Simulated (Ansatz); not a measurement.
# Ta: the cost of one run

Computed with Ansatz 0.2.0 (DFT PBE, scalar-relativistic, unless a step's input says otherwise).

### 1 Starting point

It takes space group Fm-3m (No. 225, cubic). Conventional cell: a = 4.220 Å, b = 4.220 Å, c = 4.220 Å, α = 90.00°, β = 90.00°, γ = 90.00°. Around Ta (site symmetry m-3m) lie 12 Ta at 2.98 Å.

Coordinates:

```xyz
1
Lattice="0.0000 2.1100 2.1100 2.1100 0.0000 2.1100 2.1100 2.1100 0.0000" Properties=species:S:1:pos:R:3 pbc="T T T"
Ta    0.0000    0.0000    0.0000
```

### 2 After the deformation

Space group Fm-3m before, R-3m after.

### 3 LAPW, all electrons

input.yaml reads:

```yaml
crystal:
  lattice:
    - [-0.0211, 2.09945, 2.09945]
    - [2.09945, -0.0211, 2.09945]
    - [2.09945, 2.09945, -0.0211]
  atoms:
    - { symbol: Ta, position: [0.0, 0.0, 0.0] }
kpoints:
  mp_grid: { grid: [15, 15, 15] }
  band_path:
    path:
      - [0.0, 0.0, 0.0]
      - [0.5, 0.5, 0.5]
      - [0.2525443832, 0.5, 0.7474556168]
      - [-0.2525443832, 0.2525443832, 0.5]
      - [0.0, 0.0, 0.5]
      - [0.0, 0.0, 0.0]
      - [-0.3762721916, 0.0, 0.3762721916]
      - [0.0, 0.3762721916, 0.6237278084]
      - [0.0, 0.5, 0.5]
    npoints: 5
scf:
  occupations: { method: fermi_dirac, width: 0.08 }
hamiltonian:
  xc: pbe
  pseudopotentials: { kind: all_electron, lapw: { basis_error: 0.0005 } }
output:
  forces: true
  stress: true
  eigenvalues: true
```

Started as:

```sh
ansatz run input.yaml --threads 1 --pin off --max-ram 3072MiB --backend cpu --events-out ev --progress --plain --runs-dir out
```

**Question.** How long does this run take on 1 thread of Arm Neoverse V1, shared host, and how much memory does it need?

About 44 s, with a peak of 0.57 GiB.
